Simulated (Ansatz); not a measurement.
# SiC: how the settings move a single-point run

Aim: see which settings change the result for SiC, by how much, and at what cost. The cell is built on a prototype (ordering on diamond) and needn't be the phase found in nature.

Computed with Ansatz 0.2.0 (reference: DFT, PBE, plane waves, PAW, unless a step's input says otherwise).

5 further runs of the same task are left out: 3 for a known fault of the program, 2 that didn't finish.

## Step 1: The structure to begin with

It takes space group Pmma (No. 51, orthorhombic). The conventional cell has a = 2.577 Å, b = 3.357 Å, c = 4.941 Å, α = 90.00°, β = 90.00°, γ = 90.00°. C (site symmetry mm2) has 2 C at 1.55 Å as nearest neighbours. Si (site symmetry mm2) is surrounded by 2 C at 1.96 Å.

As a file:

```
C Si
1.0
     2.57651    0.00000    0.00000
     0.00000    3.35747    0.00000
     0.00000    0.00000    4.94116
C Si
2 2
Direct
  0.75000 0.00000 0.91255
  0.25000 0.00000 0.08745
  0.25000 0.50000 0.29243
  0.75000 0.50000 0.70757
```

## Step 2: Baseline

input.yaml reads:

```yaml
crystal:
  lattice:
    - [2.5765145466, 0.0, 0.0]
    - [0.0, 3.3574656253, 0.0]
    - [0.0, 0.0, 4.9411647832]
  atoms:
    - { symbol: C, position: [0.75, 0.0, 0.9125510269] }
    - { symbol: C, position: [0.25, 0.0, 0.0874489731] }
    - { symbol: Si, position: [0.25, 0.5, 0.2924326166] }
    - { symbol: Si, position: [0.75, 0.5, 0.7075673834] }
kpoints:
  mp_grid: { grid: [6, 6, 4] }
hamiltonian:
  xc: pbe
scf:
  occupations: { method: fermi_dirac, width: 0.02 }
  n_extra_bands: 5
output:
  forces: true
  stress: true
  eigenvalues: true
  write_density: true
  write_potential: true
  elf: true
  volumetric_format: npy
```

Started as:

```bash
$ ansatz run input.yaml --threads 4 --pin off --max-ram 3686MiB --backend cpu --events-out ev --progress --plain --runs-dir out
```

## Step 3: Changing settings: pseudopotentials.kind nc

Changes to input.yaml since step 2:

```diff
@@ -14,2 +14,3 @@
   xc: pbe
+  pseudopotentials: { kind: nc }
 scf:
@@ -21,5 +22 @@
   eigenvalues: true
-  write_density: true
-  write_potential: true
-  elf: true
-  volumetric_format: npy
```

## Step 4: Changed: xc lda

Changes to input.yaml since step 2:

```diff
@@ -13,3 +13,3 @@
 hamiltonian:
-  xc: pbe
+  xc: lda
 scf:
@@ -21,5 +21 @@
   eigenvalues: true
-  write_density: true
-  write_potential: true
-  elf: true
-  volumetric_format: npy
```

## Step 5: Changed: mp_grid.grid [4, 4, 2], exchange pbe, correlation pbe, coeff 0.4, omega 0.1

Changes to input.yaml since step 2:

```diff
@@ -11,5 +11,5 @@
 kpoints:
-  mp_grid: { grid: [6, 6, 4] }
+  mp_grid: { grid: [4, 4, 2] }
 hamiltonian:
-  xc: pbe
+  xc: { exchange: pbe, correlation: pbe, exx: { coeff: 0.4, omega: 0.1 } }
 scf:
@@ -21,5 +21 @@
   eigenvalues: true
-  write_density: true
-  write_potential: true
-  elf: true
-  volumetric_format: npy
```

What does the calculation give? Wanted: for each run, ending; energy change; pressure; gap; force.

The runs gave:

```
                                                                           run     ending   energy change  pressure (GPa)  gap (eV)  force (eV/Å)  cycles    time
                                                                     reference  converged               -             2.3      0.00          0.33       6  0.41 s
                                                   1: pseudopotentials.kind nc  converged  not comparable             2.3      0.00          0.32       8  0.89 s
                                                                     2: xc lda  converged  not comparable            -4.7      0.00          0.46       7  0.36 s
3: mp_grid.grid [4, 4, 2], exchange pbe, correlation pbe, coeff 0.4, omega 0.1  converged  not comparable            -5.5      0.79          0.22      28   3.6 s
```

Times don't compare one to one where runs were asked for different outputs or read a saved state (see the inputs); cycles may leave out searches for a lower state.

Residual by cycle in the longest SCF loop of each run; runs are numbered as in the table. The quantity is the density residual dr2, in eV.

```
cycle  reference   run 1    run 2    run 3
    1     0.0367    2.98    0.045   1.1e-5
    2     0.0149   0.622   0.0084   8.8e-6
    3     6.9e-5   0.198   9.0e-4   1.1e-6
    4     5.3e-6  0.0201   1.3e-4   2.3e-7
    5     2.6e-7  7.5e-4   3.2e-6   7.0e-8
    6     8.1e-9  8.5e-6   3.3e-8   1.1e-8
    7          -  1.3e-7  2.1e-10   4.9e-9
    8          -  2.1e-9        -   2.8e-9
    9          -       -        -  3.1e-10
```

What this shows: Of the variants the dearest is «mp_grid.grid [4, 4, 2], exchange pbe, correlation pbe, coeff 0.4, omega 0.1» (3.6 s), the cheapest «xc lda» (0.36 s), on a shared host.
